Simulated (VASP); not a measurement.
# K4Cl5 in VASP: reference runs

How does K4Cl5 come out in PBE? The cell is run as given.

All numbers are computed with VASP 6.6.1; they aren't measurements. Logs are shortened: lines on timing, memory, paths and dates and some standing lists are left out, and cuts for length are marked.

## 1. The cell of the first run

The cell holds a slab with vacuum, 9 atoms: a = 4.463 Å, b = 4.463 Å, c = 29.577 Å, α = 90.00°, β = 90.00°, γ = 120.00°.

## 2. Single point, PBE (the (1 1 1) slab of KCl, cut from the database cell, not relaxed)

Input file INCAR:

```
PREC = Accurate
ENCUT = 520
EDIFF = 1E-7
ISMEAR = -1
SIGMA = 0.05
LREAL = F
LASPH = T
NELM = 60
ALGO = Normal
ISIF = 2
LWAVE = F
LCHARG = F
LDIPOL = T
IDIPOL = 3
DIPOL = 0.5 0.5 0.500
GGA = PE
NBANDS = 46
```

Input file KPOINTS:

```
Automatic mesh
0
Gamma
  7 7 1
```

Input file POSCAR:

```
K4Cl5
1.0
    4.4633994242      0.0000000000      0.0000000000
   -2.2316997121      3.8654172886      0.0000000000
    0.0000000000      0.0000000000     29.5774014767
Cl K
5 4
Direct
    0.3333333333      0.6666666667      0.2535719714
    0.0000000000      0.0000000000      0.3767859857
    0.6666666667      0.3333333333      0.5000000000
    0.3333333333      0.6666666667      0.6232140143
    0.0000000000      0.0000000000      0.7464280286
    0.6666666667      0.3333333333      0.3151789785
    0.3333333333      0.6666666667      0.4383929928
    0.0000000000      0.0000000000      0.5616070072
    0.6666666667      0.3333333333      0.6848210215
```

Potentials or basis: VASP PAW PBE potentials, release 64 (Cl, K_sv).

Run with:

```
$ cat potpaw_PBE.64/Cl/POTCAR potpaw_PBE.64/K_sv/POTCAR > POTCAR
$ mpirun -np 1 vasp_std > vasp.out
```

OUTCAR:

```text
PREC = Accurate
   ENCUT = 520
   EDIFF = 1E-7
   ISMEAR = -1
   LREAL = F
   LASPH = T
   NELM = 60
   ISIF = 2
   GGA = PE

 ion  position               nearest neighbor table
   1  0.333  0.667  0.254-   6 3.16   6 3.16   6 3.16
   2  0.000  0.000  0.377-   7 3.16   7 3.16   7 3.16   6 3.16   6 3.16   6 3.16
   3  0.667  0.333  0.500-   7 3.16   8 3.16   7 3.16   8 3.16   8 3.16   7 3.16
   4  0.333  0.667  0.623-   8 3.16   8 3.16   8 3.16   9 3.16   9 3.16   9 3.16
   5  0.000  0.000  0.746-   9 3.16   9 3.16   9 3.16
   6  0.667  0.333  0.315-   1 3.16   1 3.16   1 3.16   2 3.16   2 3.16   2 3.16
   7  0.333  0.667  0.438-   2 3.16   2 3.16   2 3.16   3 3.16   3 3.16   3 3.16
   8  0.000  0.000  0.562-   4 3.16   4 3.16   4 3.16   3 3.16   3 3.16   3 3.16
   9  0.667  0.333  0.685-   5 3.16   5 3.16   5 3.16   4 3.16   4 3.16   4 3.16

  LATTYP: Found a hexagonal cell.
 ALAT       =     4.4633994242
 C/A-ratio  =     6.6266535135

  Lattice vectors:

 A1 = (   4.4633994242,   0.0000000000,   0.0000000000)
 A2 = (  -2.2316997121,   3.8654172886,   0.0000000000)
 A3 = (   0.0000000000,   0.0000000000,  29.5774014767)

Analysis of symmetry for initial positions (statically):
=====================================================================
 Subroutine PRICEL returns:
 Original cell was already a primitive cell.

 Routine SETGRP: Setting up the symmetry group for a
 hexagonal supercell.

 Subroutine GETGRP returns: Found 12 space group operations
 (whereof  6 operations were pure point group operations)
 out of a pool of 24 trial point group operations.

The static configuration has the point symmetry C_3v.
 The point group associated with its full space group is D_3d.

Analysis of symmetry for dynamics (positions and initial velocities):
=====================================================================
 Subroutine PRICEL returns:
 Original cell was already a primitive cell.

 Routine SETGRP: Setting up the symmetry group for a
 hexagonal supercell.

 Subroutine GETGRP returns: Found 12 space group operations
 (whereof  6 operations were pure point group operations)
 out of a pool of 24 trial point group operations.

The dynamic configuration has the point symmetry C_3v.
 The point group associated with its full space group is D_3d.

 Subroutine INISYM returns: Found 12 space group operations
 (whereof  6 operations are pure point group operations),
 and found     1 'primitive' translations

----------------------------------------------------------------------------------------

                                     Primitive cell

  volume of cell :     510.2960

  direct lattice vectors                    reciprocal lattice vectors
     4.463399424  0.000000000  0.000000000     0.224044479  0.129352140  0.000000000
    -2.231699712  3.865417289  0.000000000     0.000000000  0.258704281  0.000000000
     0.000000000  0.000000000 29.577401477     0.000000000  0.000000000  0.033809596

  length of vectors
     4.463399424  4.463399424 29.577401477     0.258704281  0.258704281  0.033809596

  position of ions in fractional coordinates (direct lattice)
     0.333333333  0.666666667  0.253571971
     0.000000000  0.000000000  0.376785986
     0.666666667  0.333333333  0.500000000
     0.333333333  0.666666667  0.623214014
     0.000000000  0.000000000  0.746428029
     0.666666667  0.333333333  0.315178979
     0.333333333  0.666666667  0.438392993
     0.000000000  0.000000000  0.561607007
     0.666666667  0.333333333  0.684821021

  ion indices of the primitive-cell ions
   primitive index   ion index
                 1           1
                 2           2
                 3           3
                 4           4
                 5           5
                 6           6
                 7           7
                 8           8
                 9           9

----------------------------------------------------------------------------------------

 KPOINTS: Automatic mesh

Automatic generation of k-mesh.
 Grid dimensions read from file:
 generate k-points for:    7    7    1

 Generating k-lattice:

  Cartesian coordinates                     Fractional coordinates (reciprocal lattice)
     0.032006354  0.018478877  0.000000000     0.142857143  0.000000000  0.000000000
     0.000000000  0.036957754  0.000000000     0.000000000  0.142857143  0.000000000
     0.000000000  0.000000000  0.033809596     0.000000000  0.000000000  1.000000000

  Length of vectors
     0.036957754  0.036957754  0.033809596

  Shift w.r.t. Gamma in fractional coordinates (k-lattice)
     0.000000000  0.000000000  0.000000000

 Subroutine IBZKPT returns following result:
 ===========================================

 Found      8 irreducible k-points:

 Following reciprocal coordinates:
            Coordinates               Weight
  0.000000  0.000000  0.000000      1.000000
  0.142857  0.000000  0.000000      6.000000
  0.285714  0.000000  0.000000      6.000000
  0.428571  0.000000  0.000000      6.000000
  0.142857  0.142857  0.000000      6.000000
  0.285714  0.142857  0.000000     12.000000
  0.428571  0.142857  0.000000      6.000000
  0.285714  0.285714  0.000000      6.000000
   k-points           NKPTS =      8   k-points in BZ     NKDIM =      8   number of bands    NBANDS=     46
   number of dos      NEDOS =    301   number of ions     NIONS =      9
   total plane-waves  NPLWV = 290304
   dimension x,y,z NGX =    36 NGY =   36 NGZ =  224
   dimension x,y,z NGXF=    72 NGYF=   72 NGZF=  448
   ions per type =               5   4
   NGX,Y,Z   is equivalent  to a cutoff of  13.41, 13.41, 12.59 a.u.
   NGXF,Y,Z  is equivalent  to a cutoff of  26.82, 26.82, 25.18 a.u.
 SYSTEM =  unknown system
   PREC   = accura    normal or accurate (medium, high low for compatibility)
   ISTART =      0    job   : 0-new  1-cont  2-samecut
   ICHARG =      2    charge: 1-file 2-atom 10-const
   ISPIN  =      1    spin polarized calculation?
   LNONCOLLINEAR =      F non collinear calculations
   LSORBIT =      F    spin-orbit coupling
   LASPH  =      T    aspherical Exc in radial PAW
   ENCUT  =  520.0 eV  38.22 Ry    6.18 a.u.   8.30  8.30 54.99*2*pi/ulx,y,z
   NELM   =     60;   NELMIN=  2; NELMDL= -5     # of ELM steps
   EDIFF  = 0.1E-06   stopping-criterion for ELM
   LREAL  =      F    real-space projection
   EDIFFG = 0.1E-05   stopping-criterion for IOM
   NSW    =      0    number of steps for IOM
   IBRION =     -1    ionic relax: 0-MD 1-quasi-New 2-CG
   NFREE  =      0    steps in history (QN), initial steepest desc. (CG)
   ISIF   =      2    stress and relaxation
   ISYM   =      2    0-nonsym 1-usesym 2-fastsym
   POTIM  = 0.5000    time-step for ionic-motion
   TEBEG  =    0.0;   TEEND  =   0.0 temperature during run
   PSTRESS=    0.0 pullay stress
   NELECT =      71.0000    total number of electrons
   NUPDOWN=      -1.0000    fix difference up-down
   EMIN   =  10.00;   EMAX   =-10.00  energy-range for DOS
   EFERMI =   0.00;   METHOD = LEGACY
   ISMEAR =    -1;   SIGMA  =   0.05  broadening in eV -4-tet -1-fermi 0-gaus
   EFERMI_NEDOS =   21; number of points for ismear=-14 and -15
   IALGO  =     38    algorithm
   IMIX   =      4    mixing-type and parameters
     AMIX     =   0.40;   BMIX     =  1.00
     AMIX_MAG =   1.60;   BMIX_MAG =  1.00
  volume/ion in A,a.u.               =      56.70       382.63
  Fermi-wavevector in a.u.,A,eV,Ry     =   0.848308  1.603070  9.791112  0.719626
  Thomas-Fermi vector in A             =   1.963951
   LORBIT       =      0    0 simple, 1 ext, 2 COOP (PROOUT), +10 PAW based schemes
   GGA     = PE    functional components
   LHFCALC =     F    Hartree Fock is set to
   AEXX    =    0.0000 exact exchange contribution
   IVDW    =     0    specifies the selected vdW correction
   LEPSILON=     F    determine dielectric tensor
   LRPA    =     F    only Hartree local field effects (RPA)
 non-spin polarized calculation
  energy-cutoff  :      520.00
  volume of cell :      510.30
 maximum number of plane-waves:     13775
 NGX is ok and might be reduce to    36
   NGX = 17   NGY = 17   NGZ =109

 dipolmoment           0.000000      0.000000      0.000000 electrons x Angstroem

 number of electron      71.0000000 magnetization

 dipolmoment           0.000000      0.000000     -0.000000 electrons x Angstroem

 Free energy of the ion-electron system (eV)
  ---------------------------------------------------
  ext. energy  EPLUGINS =         0.00000000
  ---------------------------------------------------
  free energy    TOTEN  =       -27.56875656 eV

  energy without entropy =      -27.43809467  energy(sigma->0) =      -27.50342561

 E-fermi :  -4.7861     XC(G=0):  -4.5385

 val. band max:       -4.7946747509   @ k =   0.1429   0.0000   0.0000
 cond. band min:      -4.7714857968   @ k =   0.0000   0.0000   0.0000
 fundamental gap:      0.0231889541
 Fermi energy:        -4.7860865940

 k-point     1 :       0.0000    0.0000    0.0000
  band No.  band energies     occupation
      1     -32.2603      2.00000
      2     -32.2553      2.00000
      3     -32.0370      2.00000
      4     -32.0370      2.00000
      5     -17.3103      2.00000
      6     -17.2328      2.00000
[... 38 lines left out ...]
     45       3.5103      0.00000
     46       3.5193      0.00000

 k-point     2 :       0.1429    0.0000    0.0000
  band No.  band energies     occupation
      1     -32.2589      2.00000
      2     -32.2543      2.00000
      3     -32.0358      2.00000
      4     -32.0358      2.00000
      5     -17.2794      2.00000
      6     -17.2219      2.00000
[... 286 lines left out ...]
 k-point     8 :       0.2857    0.2857    0.0000
  band No.  band energies     occupation
      1     -32.2511      2.00000
      2     -32.2502      2.00000
      3     -32.0299      2.00000
      4     -32.0299      2.00000
      5     -17.2320      2.00000
      6     -17.1828      2.00000
[... 38 lines left out ...]
     45       4.5261      0.00000
     46       4.6507      0.00000

------------------------ aborting loop because EDIFF is reached ----------------------------------------

 vacuum level on the upper side and lower side of the slab       (xc-potential included)        -0.085        -0.085

  FORCE on cell =-STRESS in cart. coord.  units (eV):
  Direction    XX          YY          ZZ          XY          YZ          ZX
  --------------------------------------------------------------------------------------
  -------------------------------------------------------------------------------------
  Total        0.9391102      0.9391102      0.3629689      0.0000000      0.0000000      0.0000000
  in kB        2.9485263      2.9485263      1.1396142      0.0000000      0.0000000      0.0000000
  external PRESSURE =       2.3455556 kB  Pullay stress =       0.0000000 kB

 VOLUME and BASIS-vectors are now :
 -----------------------------------------------------------------------------
  energy-cutoff  :      520.00
  volume of cell :      510.30
      direct lattice vectors                 reciprocal lattice vectors
     4.463399424  0.000000000  0.000000000     0.224044479  0.129352140  0.000000000
    -2.231699712  3.865417289  0.000000000     0.000000000  0.258704281  0.000000000
     0.000000000  0.000000000 29.577401477     0.000000000  0.000000000  0.033809596

 POSITION                                       TOTAL-FORCE (eV/Angst)
 -----------------------------------------------------------------------------------
     -0.00000      2.57694      7.50000         0.000000     -0.000000      0.118153
      0.00000      0.00000     11.14435        -0.000000     -0.000000      0.048554
      2.23170      1.28847     14.78870         0.000000     -0.000000     -0.000000
     -0.00000      2.57694     18.43305         0.000000     -0.000000     -0.048554
      0.00000      0.00000     22.07740        -0.000000      0.000000     -0.118153
      2.23170      1.28847      9.32218         0.000000     -0.000000     -0.227287
     -0.00000      2.57694     12.96653        -0.000000      0.000000     -0.011521
      0.00000      0.00000     16.61088         0.000000     -0.000000      0.011521
      2.23170      1.28847     20.25523        -0.000000      0.000000      0.227287
 -----------------------------------------------------------------------------------
    total drift:                                0.000000     -0.000000      0.000000

  FREE ENERGIE OF THE ION-ELECTRON SYSTEM (eV)
  ---------------------------------------------------
  free  energy   TOTEN  =       -27.5687565634 eV

  energy  without entropy=      -27.4380946659  energy(sigma->0) =      -27.50342561

 vacuum level on the upper side and lower side of the slab         3.680         3.680
```

Run time: 6.8 min. Hardware: 1 thread of AMD EPYC 7R13 (Zen 3), shared host; peak memory 0.64 GiB.

Results:

| Item | Value |
| --- | --- |
| Free energy | -27.5688 eV |
| Largest force | 0.227 eV/Å |
| Band gap on the k mesh | none (metal or under the smearing width) |

Forces on the atoms (eV/Å):
```
Cl   0.000  0.000  0.118
Cl   0.000  0.000  0.049
Cl   0.000  0.000  0.000
Cl   0.000  0.000 -0.049
Cl   0.000  0.000 -0.118
K    0.000  0.000 -0.227
K    0.000  0.000 -0.012
K    0.000  0.000  0.012
K    0.000  0.000  0.227
```

Levels at points of the mesh, in eV from the Fermi level:
| k point | band 32 | band 33 | band 34 | band 35 | band 36 | band 37 | band 38 | band 39 | band 40 | band 41 |
| --- | --- | --- | --- | --- | --- | --- | --- | --- | --- | --- |
| (0.00, 0.00, 0.00) | -0.12 | 0.01 | 0.01 | 0.02 | 0.02 | 5.18 | 5.84 | 6.60 | 7.25 | 7.40 |

Caveat: an odd number of electrons without spin polarisation forces a metal; a magnetic or distorted state may lie lower.
